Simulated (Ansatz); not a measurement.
Wanted: the native input for an Ansatz 0.2.0 run.

```
Task                : single point
Functional          : PBE
Potentials or basis : Ansatz PAW
Cutoff              : 420 eV (not typed: the program's choice for these potentials)
k mesh              : 11 × 11 × 11
Occupations         : gaussian, width 0.019 eV
Spin                : no spin polarisation
```

Crystal: Si.

```xyz
2
Lattice="-2.3714 2.3714 1.3293 2.3714 -2.3714 1.3293 2.3714 2.3714 -1.3293" Properties=species:S:1:pos:R:3 pbc="T T T"
Si    0.0000    0.0000    1.3293
Si    2.3714    0.0000    0.6646
```

This isn't the form of Si at room conditions, which is diamond.

The input as run:

input.yaml

```yaml
crystal:
  lattice:
    - [-2.3713723045, 2.3713723045, 1.3292653899]
    - [2.3713723045, -2.3713723045, 1.3292653899]
    - [2.3713723045, 2.3713723045, -1.3292653899]
  atoms:
    - { symbol: Si, position: [0.5, 0.5, 0.0] }
    - { symbol: Si, position: [0.25, 0.75, 0.5] }
hamiltonian:
  xc: pbe
  pseudopotentials: { kind: paw }
kpoints:
  mp_grid: { grid: [11, 11, 11] }
scf:
  occupations: { method: gaussian, width: 0.019 }
output:
  forces: true
  stress: true
  eigenvalues: true
```

Potentials or basis: Ansatz PAW.

Run with:

```console
$ ansatz run input.yaml --threads 2 --pin off --max-ram 5632MiB --backend cpu --events-out ev --progress --plain --runs-dir out
```

It gave:

```json
{
  "Pressure": "3.2 GPa",
  "Band gap on the k mesh": "none (metal or under the smearing width)"
}
```

It took 0.37 s on 2 threads of AMD EPYC 9R45 96-Core Processor (Zen 5) (shared host), peak memory 0.38 GiB.
